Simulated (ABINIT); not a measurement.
The system is MgO.

```
CELL_PARAMETERS angstrom
0.00000 2.09700 2.09700
2.09700 0.00000 2.09700
2.09700 2.09700 0.00000
ATOMIC_POSITIONS crystal
Mg 0.00000 0.00000 0.00000
O 0.50000 0.50000 0.50000
```

The cell is a database's computed one.

Base run:

```yaml
Program: ABINIT 10.8.3 (patched build)
Functional: r2SCAN
Potentials_or_basis: SG15 NC PBE v1.2
Cutoff: 1361 eV
k_mesh: 11 × 11 × 11
Occupations: fermi-dirac, width 0.05 eV
Spin: no spin polarisation
```

Its results: band gap on the k mesh 5.66 eV, direct; pressure 2.6 GPa.

**Question.** The run is repeated on the same cell with these changes: potentials or basis from SG15 NC PBE v1.2 to JTH PAW PBE v2.0; cutoff from 1361 eV to 762 eV. What comes out?

**Answer.** Band gap on the k mesh 5.77 eV, direct; pressure 1.7 GPa.

Caveats: the potentials were made for another functional, which shifts forces and pressure (some runs); the PAW data sets were made with another functional, which shifts forces and pressure a little (some runs).

